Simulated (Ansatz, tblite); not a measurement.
BaO: GFN2-xTB, run from Python

These are simulated results from tblite 0.8.0, not measurements. The cell began as a measured structure and was relaxed with r2SCAN in plane waves (Ansatz 0.2.0). All runs are without spin polarisation.

Space group Fm-3m (No. 225), cubic; conventional cell a = 5.544 Å, 21.30 Å³ an atom. Around Ba lie 6 O at 2.77 Å; around O lie 6 Ba at 2.77 Å.

tblite solves periodic systems at the zone centre alone, so the script builds a cluster of 2×2×2 conventional cells (64 atoms), which folds in a coarse mesh of k points.

Input script:

```python
import json
from ase import Atoms
from ase.build import make_supercell
from ase.units import Bohr, GPa, Hartree
from tblite.interface import Calculator

atoms = Atoms(['Ba', 'O'],
              cell=[[0.0, 2.77194285, 2.77194285], [2.77194285, 0.0, 2.77194285], [2.77194285, 2.77194285, 0.0]],
              scaled_positions=[[0.0, 0.0, 0.0], [0.5, 0.5, 0.5]],
              pbc=True)
cluster = make_supercell(atoms, [[-2, 2, 2], [2, -2, 2], [2, 2, -2]])
calc = Calculator('GFN2-xTB', cluster.numbers, cluster.positions / Bohr, lattice=cluster.cell[:] / Bohr, periodic=cluster.pbc)
calc.set('temperature', 0.02 / Hartree)
calc.set('max-iter', 150)
res = calc.singlepoint()
levels = res.get('orbital-energies') * Hartree
nv = round(res.get('orbital-occupations').sum() / 2)
cells = len(cluster) // len(atoms)
out = {'energy_per_cell': res.get('energy') * Hartree / cells, 'homo': levels[nv - 1], 'lumo': levels[nv],
       'stress': (-res.get('virial') * Hartree / cluster.get_volume() / GPa).tolist(), 'charges': res.get('charges')[:len(atoms)].tolist(), 'electrons': 2 * nv / cells}
json.dump(out, open('results.json', 'w'))
for key, value in out.items():
    print(key, value)
```

Command: `python run.py`. It took 6.7 s on 1 thread of Arm Neoverse V1 (shared host), peak memory 0.11 GiB.

The log:

```
------------------------------------------------------------
  cycle        total energy    energy error   density error
------------------------------------------------------------
      1     -119.4607028123  -1.1953644E+02   5.5110023E-01
      2     -112.1986007648   7.2621020E+00   4.6722445E-01
      3     -132.7481345978  -2.0549534E+01   3.0057522E-01
      4     -140.4542854533  -7.7061509E+00   2.4576062E-01
      5     -145.6177463796  -5.1634609E+00   1.1413714E-01
      6     -138.0912000304   7.5265463E+00   2.5377712E-01
      7     -146.1381814610  -8.0469814E+00   7.7053753E-02
      8     -146.3054743634  -1.6729290E-01   5.7104989E-02
      9     -146.7691058501  -4.6363149E-01   1.9720250E-02
     10     -146.7617170832   7.3887669E-03   2.0416744E-02
     11     -146.8198751573  -5.8158074E-02   8.3253016E-03
     12     -146.8227340452  -2.8588878E-03   6.2263603E-03
     13     -146.8259019903  -3.1679451E-03   3.5837928E-03
     14     -146.8268669632  -9.6497286E-04   2.1365869E-03
     15     -146.8271811100  -3.1414689E-04   1.3446340E-03
     16     -146.8273168822  -1.3577215E-04   8.5732255E-04
     17     -146.8273583994  -4.1517188E-05   3.5921603E-04
     18     -146.8273644934  -6.0940008E-06   1.8216807E-04
     19     -146.8273639954   4.9796145E-07   2.0673545E-04
     20     -146.8273661202  -2.1247972E-06   1.1851916E-04
     21     -146.8273660197   1.0054444E-07   1.2357636E-04
     22     -146.8273664781  -4.5844629E-07   9.6472426E-05
     23     -146.8273672508  -7.7263886E-07   3.3697890E-05
     24     -146.8273673278  -7.7079932E-08   1.7239599E-05
------------------------------------------------------------

 total:                                   5.930 sec
energy_per_cell -124.85550535310436
homo -12.820555709010405
lumo -12.820555709004209
stress [[-16.52227129839055, -1.5507415344404449e-10, 1.1649809132988353e-10], [-1.550741013212982e-10, -16.522271298645606, -1.132227392629751e-10], [1.1649819257095876e-10, -1.1322281798183396e-10, -16.522271298679378]]
charges [0.46762197653320114, -0.46758296619123385]
electrons 8.0
```

The cycle table is in hartree for the whole cluster, and the lines after it are in eV (the energy for one cell). The printed stress is in GPa and positive in compression, and the pressure is its mean diagonal.

GFN2-xTB gives no gap at the points read. On the same cell, plane-wave PBE (Ansatz, 8×8×8 k points and the special points) gives a gap of 2.05 eV and r2SCAN a gap of 2.38 eV; on shared hosts these took about 2.3 and 4.6 core-seconds on the 2-atom cell, against 6.7 for the script. Spin-orbit coupling, left out in all these runs, can cut or reorder the gap by tenths of an eV, up to about 1 eV with Pb or Bi. This method closes a gap that PBE finds, a failure in kind.

The same script was run on cells scaled at fixed shape and fractional coordinates:

```tsv
volume (Å³/atom)	energy (meV/atom)	pressure (GPa, positive in compression)	gap (eV)
18.74	-272.9	-17.76	0.01
20.02	-134.4	-17.16	0.00
21.30	0.0	-16.52	0.00
22.58	128.1	-15.71	0.00
23.85	249.9	-14.81	0.00
```

The minimum lies beyond the smallest of these volumes.

xTB was fitted mostly to molecules, and a small cluster samples few k points, so gaps, pressures and kinks along a curve can be far from a solid's.

The runs are scalar-relativistic, without spin-orbit coupling.
